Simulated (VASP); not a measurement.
A calculation with VASP 6.6.1 of Mg (ASE script, structure from a CIF):

File run.py:

```python
from ase.calculators.vasp import Vasp
from ase.dft.bandgap import bandgap
from ase.io import read

atoms = read('Mg.cif', primitive_cell=True, subtrans_included=False)
calc = Vasp(
    directory='calc',
    xc='pbesol',
    pp='PBE',
    setups='recommended',
    pp_version='54',
    prec='Accurate',
    encut=520,
    ediff=1e-06,
    ismear=0,
    sigma=0.1,
    lreal=False,
    lasph=True,
    nelm=100,
    algo='Normal',
    isif=2,
    lwave=False,
    lcharg=True,
    lelf=True,
    lvhar=True,
    kpts=[10, 10, 5],
    gamma=True,
)
atoms.calc = calc

print('energy (eV):', atoms.get_potential_energy())
print('free energy (eV):', atoms.get_potential_energy(force_consistent=True))
print('forces (eV/A):')
print(atoms.get_forces())
print('stress (eV/A^3, Voigt):', atoms.get_stress())
print('Fermi level (eV):', calc.get_fermi_level())
gap, top, bottom = bandgap(calc)
print('band gap (eV):', gap, 'from (spin, k, band)', top, 'to', bottom)
```

File Mg.cif:

```cif
data_Mg
_cell_length_a 3.20930000
_cell_length_b 3.20930000
_cell_length_c 5.21030000
_cell_angle_alpha 90.00000000
_cell_angle_beta 90.00000000
_cell_angle_gamma 120.00000000
_space_group_name_H-M_alt 'P6_3/mmc'
_space_group_name_Hall '-P 6c 2c'
_space_group_IT_number 194
loop_
_space_group_symop_operation_xyz
'x,y,z'
'-x,-y,-z'
'x-y,x,z+1/2'
'-x+y,-x,-z+1/2'
'-y,x-y,z'
'y,-x+y,-z'
'-x,-y,z+1/2'
'x,y,-z+1/2'
'-x+y,-x,z'
'x-y,x,-z'
'y,-x+y,z+1/2'
'-y,x-y,-z+1/2'
'-y,-x,-z+1/2'
'y,x,z+1/2'
'-x,-x+y,-z'
'x,x-y,z'
'-x+y,y,-z+1/2'
'x-y,-y,z+1/2'
'y,x,-z'
'-y,-x,z'
'x,x-y,-z+1/2'
'-x,-x+y,z+1/2'
'x-y,-y,-z'
'-x+y,y,z'
loop_
_atom_site_label
_atom_site_type_symbol
_atom_site_symmetry_multiplicity
_atom_site_Wyckoff_symbol
_atom_site_fract_x
_atom_site_fract_y
_atom_site_fract_z
_atom_site_occupancy
Mg1 Mg 2 c 0.6666666667 0.3333333333 0.7500000000 1
```

Potentials or basis: VASP PAW PBE potentials, release 54 (Mg).

Run with:

```console
$ python run.py
```

Q: Write the same calculation in another form: native input, structure from a POSCAR.

A: As run:

File INCAR:

```
SYSTEM = Mg
PREC = Accurate
ENCUT = 520
EDIFF = 1E-7
ISMEAR = 0
SIGMA = 0.1
LREAL = .False.
LASPH = .True.
NELM = 60
ALGO = Normal
ISIF = 2
LWAVE = .False.
LCHARG = .False.
GGA = PS
NBANDS = 9
```

KPOINTS

```
Automatic mesh
0
Gamma
  10 10 5
  0 0 0
```

Contents of POSCAR:

```
Mg
1.0
    3.2093000000      0.0000000000      0.0000000000
   -1.6046500000      2.7793353284      0.0000000000
    0.0000000000      0.0000000000      5.2103000000
Mg
2
Cartesian
    1.6046500002      0.9264451094      3.9077250000
   -0.0000000002      1.8528902190      1.3025750000
```

Potentials or basis: VASP PAW PBE potentials, release 54 (Mg).

Launch:

```console
$ cat potpaw_PBE.54/Mg/POTCAR > POTCAR
$ mpirun -np 1 vasp_std > vasp.out
```

Both were run:

|  | ASE script, structure from a CIF | native input, structure from a POSCAR |
| --- | --- | --- |
| Pressure | -1.1 GPa | -1.1 GPa |
| Band gap on the k mesh | none (metal or under the smearing width) | none (metal or under the smearing width) |

Keys that steer only the numerical path or the files written may differ.

Caveat: the PAW data sets were made with another functional, which shifts forces and pressure a little.
